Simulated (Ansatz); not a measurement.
The system is NaF (Villiaumite).

```
Na F
1.0
     0.00000    2.32000    2.32000
     2.32000    0.00000    2.32000
     2.32000    2.32000    0.00000
Na F
1 1
Direct
  0.00000 0.00000 0.00000
  0.50000 0.50000 0.50000
```

Base run:

- Program: Ansatz 0.2.0
- Functional: LDA
- Potentials or basis: all-electron LAPW, scalar-relativistic
- Cutoff: 262 eV
- Density cutoff: 1046 eV
- Basis error allowed: 0.001 eV/atom
- k mesh: 10 × 10 × 10
- Occupations: fermi-dirac, width 0.05 eV
- Spin: no spin polarisation

Its results: band gap on the k mesh 5.94 eV, direct; pressure -4.4 GPa.

Question: After a change of settings the same cell gave: band gap on the k mesh 6.29 eV, direct; pressure 1.9 GPa. Which change was it?
A. functional from LDA to PBEsol; potentials or basis from all-electron LAPW, scalar-relativistic to all-electron LAPW, non-relativistic
B. functional from LDA to PBEsol
C. functional from LDA to PBE; occupations from fermi-dirac, width 0.05 eV to gaussian, width 0.1 eV
D. functional from LDA to PBEsol; potentials or basis from all-electron LAPW, scalar-relativistic to all-electron PAW datasets made for the crystal

Answer: C.

Not every run made on this cell is shown here.
